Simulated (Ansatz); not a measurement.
# Ir (Fm-3m) in Ansatz: a series of runs

The runs below take Ir through single point, relaxation of cell and atoms, with PBE, PBE+D3(BJ), PBE+D4.

Everything below comes from runs of Ansatz 0.2.0. Logs are shortened: lines on timing, memory, paths and dates and some standing lists are left out, and cuts for length are marked.

## 1. The structure

The structure is cubic, space group Fm-3m (No. 225). The conventional cell has a = 3.831 Å, b = 3.831 Å, c = 3.831 Å, α = 90.00°, β = 90.00°, γ = 90.00°. Around Ir (site symmetry m-3m) lie 12 Ir at 2.71 Å.

## 2. Single point, PBE

Input file input.yaml:

```yaml
crystal:
  lattice:
    - [0.0, 1.9156, 1.9156]
    - [1.9156, 0.0, 1.9156]
    - [1.9156, 1.9156, 0.0]
  atoms:
    - { symbol: Ir, position: [0.0, 0.0, 0.0] }
hamiltonian:
  xc: pbe
  pseudopotentials: { kind: paw }
kpoints:
  mp_grid: { grid: [12, 12, 12] }
scf:
  occupations: { method: gaussian, width: 0.024 }
output:
  forces: true
  stress: true
  eigenvalues: true
```

Potentials or basis: Ansatz PAW.

Run with:

```
$ ansatz run input.yaml --threads 2 --pin off --max-ram 5632MiB --backend cpu --events-out ev --progress --plain --runs-dir out
```

What it wrote:

```text
Warning: RAYON_NUM_THREADS=2 ignored (pool sized by the plan → 2); use --threads N
Engine: ansatz 0.2.0, aarch64-unknown-linux-gnu
Pseudopotentials: kind: paw
Pseudopotential: Ir, paw, valence charge 17, recommended cutoff 420 eV (normal), Ir.paw.azcp
Functional definition: PBE
  parameter kappa = 0.804
  parameter beta = 0.06672455060314922
  exchange = pbe_x(kappa = kappa, mu = beta*pi^2/3)
  correlation = pbe_c(beta = beta)
Crystal: 1 atoms, lattice volume = 14.059 Å³
Basis set: ecut = 420 eV, 283 PW (Γ), exchange–correlation on 40×40×40 points (8 copies of the dense FFT grid, shifted against one another)
Bands: 13, of which v1, the nominal top of the filled ones, is band 9 counted from 1 (8 counted from 0)
Symmetry: 48 space group operations
Space group: Fm-3m (ITA 225), of the structure as read, at distance tolerance 2.4e-5 Å
k-points: 72 of 1728
Non-local potential: Ir, projectors of the file, l = 0: 3, l = 1: 2, l = 2: 2, l = 3: 1
PAW form: soft (Blöchl's): semilocal exchange-correlation on the pseudo side does not see the compensation charge
PAW one-centre angular grid: Ir, 590 points (default); XC on 64 Gauss nodes
Initial density: superposition of atomic densities (neutral atoms: chi_scale 0, normalization atom), corrected by the library's trained network
Initial wavefunctions: pseudopotential atomic-orbital guess
Functional: x = pbe(κ = 0.804, μ = 0.2195149727645171), c = pbe(β = 0.06672455060314922)
SCF iter   1: F=—  HF=-11935.312188 eV  |F-HF|=—  |Δ(HF+E_count)|=         —  Δρ=4.46e-3  dr2=4.64e-4  ethr=1.77e-3  ⟨swp⟩=5.8  Hψ=4954  notcnv=0
preconditioner: auto → none  [metal: Δε(μ)=0.023 eV  Ē_g=14.309 eV  σ=0.024 eV  W_gap=0.47  n_scr=0 (ndim 8)  ℏωp=29.7 eV  f_vac=0.000  D(μ)=1.07/eV (n_scr^D=14)]
SCF iter   2: F=—  HF=-11935.312714 eV  |F-HF|=—  |Δ(HF+E_count)|=   5.26e-4  Δρ=2.27e-3  dr2=1.19e-4  ethr=2.73e-6  ⟨swp⟩=2.0  Hψ=1959  notcnv=0  defer=21
SCF iter   3: F=—  HF=-11935.312999 eV  |F-HF|=—  |Δ(HF+E_count)|=   2.85e-4  Δρ=5.29e-4  dr2=3.41e-5  ethr=7.00e-7  ⟨swp⟩=2.0  Hψ=1232  notcnv=0  defer=21
SCF iter   4: F=—  HF=-11935.312987 eV  |F-HF|=—  |Δ(HF+E_count)|=   1.21e-5  Δρ=1.19e-4  dr2=1.43e-6  ethr=2.01e-7  ⟨swp⟩=2.4  Hψ=1279  notcnv=0  defer=21
iter 5 did not close the SCF: its close was put off for the readings that it lacked (scf_convergence_deferred on its scf_iter line)
SCF iter   5: F=-11935.312986 eV  HF=-11935.312986 eV  |F-HF|=2.83e-9  |Δ(HF+E_count)|=   2.45e-7  Δρ=2.09e-5  dr2=2.05e-8  ethr=8.41e-9  ⟨swp⟩=2.2  Hψ=1237  notcnv=0  defer=21
SCF iter   6: F=-11935.312986 eV  HF=-11935.312986 eV  |F-HF|=2.00e-11  |Δ(HF+E_count)|=   5.41e-9  Δρ=6.11e-7  dr2=9.14e-12  ethr=1.21e-10  ⟨swp⟩=3.4  Hψ=3360  notcnv=0
SCF 1 converged in 6 iterations: F = -11935.312986 eV  dr2 = 9.14e-12
SCF converged after 6 iterations
Free energy (F): -11935.312986 eV
Harris-Foulkes:  -11935.312986 eV  (|F-HF|=2.00e-11)
Internal energy: -11935.312675 eV  (E = F + TS)
E sigma→0 (E₀):  -11935.312831 eV
Entropy (-TS):   -0.000312 eV (-0.312 meV/atom)
Fermi energy:    26.061798 eV
--- Per-component energies (eV) ---
  E_band       = -79.494930
  E_kinetic    = 623.796164
  E_local      = -1056.307020  (includes V_loc(G=0)·N_el)
  E_nonlocal   = 72.589395
  E_hartree    = 406.492294
  E_xc         = -268.371050
  E_vxc        = -300.647502  (∫ρ·V_xc dr)
  E_paw        = -9223.445135  (= ΣΔE_a)
  E_vpaw       = -231.910524  (= ΣTr[D̂ρ^β])
  E_aug_tail   = 0.000053  (compensation charges beyond the density's cutoff)
  E_ewald      = -2490.067375
  E_smearing   = -0.000312  (= −TS)
  E_closure    = -0.000000  (closes the sum)
  Σ components = -11935.312986   (vs F -11935.312986, Δ=0.00e0)
--- Forces (eV/Å), atoms counted from 1 ---
  atom   1  Ir    -0.00000000    -0.00000000     0.00000000
  max |Σ_I F_I| component: 1.07e-31 eV/Å
--- Stress (GPa, compression-positive) ---
       11.114350      -0.000000       0.000000
       -0.000000      11.114350      -0.000000
        0.000000      -0.000000      11.114350
  P = ⅓ Tr σ = 11.1144 GPa (111.144 kbar)
--- Band table (eV; the first three rows and the last of 72) ---
  k-point 0: bands = ["-66.8667", "-23.3432", "-23.3432", "-23.3432", "14.8389", "22.1027", "22.1027", "22.1027", "24.8213", "24.8213", "39.6174", "45.1600", "45.1600"]
  k-point 1: bands = ["-66.8621", "-23.3995", "-23.3509", "-23.3509", "15.1492", "21.9403", "22.2334", "22.2334", "24.7382", "24.7382", "40.1496", "43.8756", "45.6784"]
  k-point 2: bands = ["-66.8497", "-23.5516", "-23.3718", "-23.3718", "15.9985", "21.6145", "22.4986", "22.4986", "24.6578", "24.6578", "41.2588", "41.9198", "47.1412"]
  k-point 71: bands = ["-66.7760", "-23.8772", "-23.8772", "-23.6507", "19.6965", "21.1045", "21.1045", "24.1936", "27.5462", "34.2384", "35.1049", "35.1049", "39.3869"]
```

It took 0.56 s on 2 threads of Arm Neoverse V1, shared host; peak memory 0.26 GiB.

Results:

```
Free energy            : -11935.3130 eV
Pressure               : 11.1 GPa
Band gap on the k mesh : none (metal or under the smearing width)
```

Levels at points of the mesh, in eV from the Fermi level:
| k point | band 6 | band 7 | band 8 | band 9 | band 10 | band 11 |
| --- | --- | --- | --- | --- | --- | --- |
| (0.00, 0.00, 0.00) | -3.96 | -3.96 | -3.96 | -1.24 | -1.24 | 13.56 |
| (0.00, 0.00, -0.50) | -4.07 | -4.07 | -0.82 | 0.89 | 0.89 | 7.32 |
| (0.00, -0.50, -0.50) | -7.45 | 0.85 | 1.48 | 1.48 | 1.64 | 10.59 |

Spin-orbit coupling is left out, which matters for the levels of Ir.

## 3. Single point, PBE

input.yaml: that of step 2 with these lines changed.

```diff
@@ -13,3 +13,3 @@
 scf:
-  occupations: { method: gaussian, width: 0.024 }
+  occupations: { method: gaussian, width: 0.025 }
 output:
```

Potentials or basis: Ansatz PAW.

Run with:

```
$ ansatz run input.yaml --threads 2 --pin off --max-ram 5632MiB --backend cpu --events-out ev --progress --plain --runs-dir out
```

What it wrote:

```text
Warning: RAYON_NUM_THREADS=2 ignored (pool sized by the plan → 2); use --threads N
[... 8 set-up lines as earlier in the session ...]
Crystal: 1 atoms, lattice volume = 14.059 Å³
Basis set: ecut = 420 eV, 283 PW (Γ), exchange–correlation on 40×40×40 points (8 copies of the dense FFT grid, shifted against one another)
Bands: 13, of which v1, the nominal top of the filled ones, is band 9 counted from 1 (8 counted from 0)
[... 2 set-up lines as earlier in the session ...]
k-points: 72 of 1728
[... 2 set-up lines as earlier in the session ...]
[... 24 lines left out ...]
  E_local      = -1056.306660  (includes V_loc(G=0)·N_el)
  E_nonlocal   = 72.589370
  E_hartree    = 406.492071
  E_xc         = -268.371041
  E_vxc        = -300.647490  (∫ρ·V_xc dr)
  E_paw        = -9223.445113  (= ΣΔE_a)
  E_vpaw       = -231.910496  (= ΣTr[D̂ρ^β])
  E_aug_tail   = 0.000053  (compensation charges beyond the density's cutoff)
  E_ewald      = -2490.067375
  E_smearing   = -0.000332  (= −TS)
  E_closure    = -0.000000  (closes the sum)
  Σ components = -11935.313000   (vs F -11935.313000, Δ=0.00e0)
--- Forces (eV/Å), atoms counted from 1 ---
  atom   1  Ir    -0.00000000    -0.00000000     0.00000000
  max |Σ_I F_I| component: 1.07e-31 eV/Å
--- Stress (GPa, compression-positive) ---
       11.114551       0.000000      -0.000000
        0.000000      11.114551       0.000000
        0.000000       0.000000      11.114551
  P = ⅓ Tr σ = 11.1146 GPa (111.146 kbar)
--- Band table (eV; the first three rows and the last of 72) ---
  k-point 0: bands = ["-66.8667", "-23.3432", "-23.3432", "-23.3432", "14.8389", "22.1027", "22.1027", "22.1027", "24.8213", "24.8213", "39.6174", "45.1601", "45.1601"]
  k-point 1: bands = ["-66.8621", "-23.3995", "-23.3509", "-23.3509", "15.1492", "21.9403", "22.2334", "22.2334", "24.7382", "24.7382", "40.1496", "43.8756", "45.6784"]
  k-point 2: bands = ["-66.8497", "-23.5517", "-23.3719", "-23.3719", "15.9985", "21.6145", "22.4986", "22.4986", "24.6578", "24.6578", "41.2587", "41.9198", "47.1412"]
  k-point 71: bands = ["-66.7761", "-23.8772", "-23.8772", "-23.6507", "19.6965", "21.1045", "21.1045", "24.1936", "27.5461", "34.2384", "35.1049", "35.1049", "39.3869"]
```

Wall time 0.56 s (2 threads of Arm Neoverse V1, shared host); peak memory 0.26 GiB.

Results:

```yaml
Free_energy: -11935.3130 eV
Pressure: 11.1 GPa
Band_gap_on_the_k_mesh: none (metal or under the smearing width)
```

## 4. Single point, PBE

input.yaml: that of step 3 with these lines changed.

```diff
@@ -13,3 +13,3 @@
 scf:
-  occupations: { method: gaussian, width: 0.025 }
+  occupations: { method: gaussian, width: 0.026 }
 output:
@@ -18 +18,5 @@
   eigenvalues: true
+  write_density: true
+  write_potential: true
+  elf: true
+  volumetric_format: npy
```

Run with:

```
$ ansatz run input.yaml --threads 2 --pin off --max-ram 5632MiB --backend cpu --events-out ev --progress --plain --runs-dir out
```

Run time: 0.72 s. Hardware: 2 threads of Arm Neoverse V1, shared host; peak memory 0.26 GiB.

The run converged. Its results:

| Quantity | Value |
| --- | --- |
| Free energy | -11935.3130 eV |
| Pressure | 11.1 GPa |
| Band gap on the k mesh | none (metal or under the smearing width) |

Levels at points of the mesh, in eV from the Fermi level:
```
             k point  band 6  band 7  band 8  band 9  band 10  band 11
  (0.00, 0.00, 0.00)   -3.96   -3.96   -3.96   -1.24    -1.24    13.56
 (0.00, 0.00, -0.50)   -4.07   -4.07   -0.82    0.89     0.89     7.32
(0.00, -0.50, -0.50)   -7.45    0.85    1.48    1.48     1.64    10.59
```

[end of part 1 of 2]
